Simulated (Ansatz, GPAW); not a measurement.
**One calculation of Rh, 3 ways**

```xyz
1
Lattice="0.0000 1.8979 1.8979 1.8979 0.0000 1.8979 1.8979 1.8979 0.0000" Properties=species:S:1:pos:R:3 pbc="T T T"
Rh    0.0000    0.0000    0.0000
```

Alike in all runs: task single point; functional PBE; k mesh 12 × 12 × 12; occupations gaussian, width 0.023 eV; no spin polarisation; no spin-orbit coupling. Pressure is positive in compression and, in plane waves, holds the error of the finite cutoff, which Ansatz's Pulay term estimates and takes out.

| program and potentials | plane-wave cutoff (eV) | notes | band gap (eV) | pressure (GPa) |
| --- | --- | --- | --- | --- |
| Ansatz, Ansatz PAW | 420 | 17 valence electrons an atom on average; Pulay term of +0.12 GPa included | no gap | 7.22 |
| GPAW, GPAW PAW data sets (gpaw-data 1.2.1) | 600 | 15 valence electrons an atom on average | no gap | 9.19 |
| Ansatz, all-electron LAPW, scalar-relativistic | - | - | no gap | 7.18 |

None finds a gap. The pressure spans 7.18 (Ansatz, all-electron LAPW, scalar-relativistic) to 9.19 GPa (GPAW, GPAW PAW data sets (gpaw-data 1.2.1)), with all-electron results at 7.18.

Differences between rows come from potentials, basis sets and numerical settings, since the functional is the same but for its coding. Runs on potential files found faulty are left out.
